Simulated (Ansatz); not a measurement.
Independent-particle absorption of LiBr (Fm-3m, a = 5.511 Å, b = 5.511 Å, c = 5.511 Å, α = 90.00°, β = 90.00°, γ = 90.00°), no local fields or excitons, 0.1 eV broadening. Level of theory: Ansatz 0.2.0, DFT PBE, scalar-relativistic, plane waves, PAW.

Plane waves to 420 eV, a k mesh through Γ of 8×8×8 on the computed 2-atom cell and Gaussian smearing (0.02 eV); no spin polarisation. The spectrum is summed on a 12×12×12 mesh.

```
CELL_PARAMETERS angstrom
0.00000 2.75540 2.75540
2.75540 0.00000 2.75540
2.75540 2.75540 0.00000
ATOMIC_POSITIONS crystal
Li 0.00000 0.00000 0.00000
Br 0.50000 0.50000 0.50000
```

(photon energy (eV), ε2,xx): (0.0, 0.00), (0.4, 0.00), (0.8, 0.00), (1.2, 0.00), (1.6, 0.00), (2.0, 0.00), (2.4, 0.00), (2.8, 0.00), (3.2, 0.00), (3.6, 0.00), (4.0, 0.00), (4.4, 0.00), (4.8, 0.01), (5.2, 0.52), (5.6, 0.88), (6.0, 3.34), (6.4, 4.84), (6.8, 4.59), (7.2, 5.23), (7.6, 10.62), (8.0, 3.73), (8.4, 7.28), (8.8, 7.99), (9.2, 7.97), (9.6, 6.00), (10.0, 4.25), (10.4, 4.62), (10.8, 3.33), (11.2, 2.51), (11.6, 1.94), (12.0, 1.87), (12.4, 1.05), (12.8, 0.84), (13.2, 0.73), (13.6, 0.73), (14.0, 0.74)

The strongest peak lies near 7.6 eV. ε∞ (xx, yy, zz) = 3.7, 3.7, 3.7.

Cost: 1 run of about 0.18 core-minutes, on Arm Neoverse V1 (shared hosts).